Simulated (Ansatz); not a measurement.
Rh: enthalpy against pressure

Rh, P6_3/mmc, a = 2.711 Å, c = 8.843 Å. This isn't the element's structure at ambient conditions. Ansatz: PBE, PAW, 420 eV, Γ-centred 18×18×6 mesh on 4 atoms, Gaussian smearing 0.10 eV; no spin polarisation. Cell and atoms are relaxed at each pressure, and no other structure is tried, so the rows at high pressure may lie past a change of phase. y is the enthalpy over the state at zero pressure; there V0 = 14.070 Å³/atom. The pressures are the targets, met within 0.05 GPa.

| P (GPa) | y (eV/atom) |
| --- | --- |
| -3.0 | -0.2650 |
| 0.0 | 0.0000 |
| 3.0 | 0.2619 |
| 8.0 | 0.6921 |
| 15.0 | ? |
| 30.0 | 2.5074 |
| 60.0 | 4.8299 |

Q: Fit y = c1 P + c2 P² + c3 P³ to the other rows, say what c1 and c2 mean, and predict the missing value.

A: Least squares on the rows shown. y = 0.087761 P − 0.00015774 P² + 6.1169×10⁻⁷ P³. Since dH/dP = V, c1 is V0: 0.087761 eV/GPa × 160.2 = 14.059 Å³ against 14.070; c2 = −V0/(2B0) gives B0 = 278 GPa, where a Birch–Murnaghan fit to the volumes of the same runs (not shown) gives 256 GPa: a cubic over this range folds the higher terms into c2. At P = 15.0 the fit asked for gives 1.2830 eV/atom. The run gave 1.2824 eV/atom, so the fit is 0.0006 eV/atom too high, a small miss on the scale of the series.